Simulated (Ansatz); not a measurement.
# SiC (rock salt): the cost of one run

Computed with Ansatz 0.2.0 (DFT HSE06, scalar-relativistic, plane waves, PAW, unless a step's input says otherwise).

## (1) The starting structure

It takes space group Fm-3m (No. 225, cubic). Conventional cell: a = 4.080 Å, b = 4.080 Å, c = 4.080 Å, α = 90.00°, β = 90.00°, γ = 90.00°. Si (site symmetry m-3m) is surrounded by 6 C at 2.04 Å. Around C (site symmetry m-3m) lie 6 Si at 2.04 Å.

Structure file:

```
CELL_PARAMETERS angstrom
0.00000 2.04000 2.04000
2.04000 0.00000 2.04000
2.04000 2.04000 0.00000
ATOMIC_POSITIONS crystal
Si 0.00000 0.00000 0.00000
C 0.50000 0.50000 0.50000
```

## (2) Volume × 1.03

File input.yaml:

```yaml
crystal:
  lattice:
    - [0.0, 2.0400013008, 2.0400013008]
    - [2.0400013008, 0.0, 2.0400013008]
    - [2.0400013008, 2.0400013008, 0.0]
  atoms:
    - { symbol: Si, position: [0.0, 0.0, 0.0] }
    - { symbol: C, position: [0.5, 0.5, 0.5] }
scf:
  occupations: { method: gaussian, width: 0.05 }
output:
  forces: true
  stress: true
  eigenvalues: true
  write_density: true
  write_potential: true
  elf: true
  volumetric_format: npy
hamiltonian:
  xc: hse06
basis:
  ecutwfc: 560
kpoints:
  mp_grid: { grid: [10, 10, 10] }
```

On the command line:

```console
ansatz run input.yaml --threads 8 --pin off --max-ram 16384MiB --backend cpu --events-out ev --progress --plain --runs-dir out
```

What time and memory should one allow on 8 threads of Arm Neoverse V1, shared host?

About 9.8 s, with a peak of 2.1 GiB.
